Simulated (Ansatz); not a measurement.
## Computed properties of KF (NiAs type)

All numbers come from the plane-wave code Ansatz. No spin polarisation and no zero-point or thermal motion; the cell was built from a prototype and may be hypothetical.

Structure: KF in the NiAs structure, at its r2SCAN minimum. The symmetry is P6_3/mmc (No. 194, hexagonal); a = 3.660 Å, c = 6.479 Å in the conventional setting, 18.79 Å³ an atom. Around K lie 6 F at 2.66 Å; around F lie 6 K at 2.66 Å.

```
K F
1.0
     3.65993    0.00000    0.00000
    -1.82997    3.16960    0.00000
     0.00000    0.00000    6.47881
K F
2 2
Direct
  0.00000 0.00000 0.00000
  0.00000 0.00000 0.50000
  0.33333 0.66667 0.25000
  0.66667 0.33333 0.75000
```

Band edges at fixed r2SCAN geometry:
```tsv
level	k mesh	gap (eV)	kind	edges	least direct gap (eV)
LDA	12×12×4	5.84	direct	Γ	5.84
PBE	12×12×4	6.20	direct	Γ	6.20
r2SCAN	12×12×4	6.87	direct	Γ	6.87
r2SCANh	6×6×4	7.86	direct	Γ	7.86
HSE06	6×6×4	8.21	direct	Γ	8.21
DDH-PBE0	6×6×4	11.85	direct	Γ	11.85
PBE0	6×6×4	8.98	direct	Γ	8.98
LC-ωPBE	6×6×4 alone	13.93	direct	Γ	13.93
G0W0@PBE (224 empty bands, 120 eV, 6×6×2)	6×6×2	9.57	–	Γ (mesh)	–
G0W0@PBE (556 empty bands, 220 eV, 6×6×2)	6×6×2	9.74	–	Γ (mesh)	–
```
PBE: smearing of 0.02 eV; the others have fixed occupations.
Wave cutoffs: 420 eV, 500 eV (r2SCAN, r2SCANh).
A mesh marked alone had no extra points solved.
The G0W0 gap is PBE's gap over the path plus the quasiparticle shift read on the mesh. G0W0 values are finite-basis, finite-mesh values.

The HSE06 gap is direct at Γ: 8.21 eV.

r2SCAN covers 33 % of the step from PBE to HSE06, while HSE06 needs about 15 times r2SCAN's cost (on a coarser mesh). Among these functionals the gap stays direct.

r2SCAN (ground state on 6×6×4): The clamped-ion dielectric constant comes out as 1.93 along x and y, 1.96 along z. Born charges, averaged over directions: K +1.13, F -1.13 e. PBE (ground state on 6×6×4): The electronic dielectric tensor ε∞ is 1.99 along x and y, 2.03 along z. Born charges, averaged over directions: K +1.14, F -1.14 e.

On the PBEsol cell (a = 3.656 Å, c = 6.462 Å), with PBEsol: The zone-centre optical frequencies run from 84 to 262 cm⁻¹, none imaginary (the rest of the zone wasn't tested). With the long-range field the highest mode reaches 321 cm⁻¹. The clamped-ion dielectric constant comes out as 2.01 along x and y, 2.06 along z. With the ions relaxed, ε⁰ is 6.4 in all directions. Born charges, averaged over directions: K +1.14, F -1.14 e.

The meshes of the hybrids are coarse, so their gaps aren't converged to the digits shown.
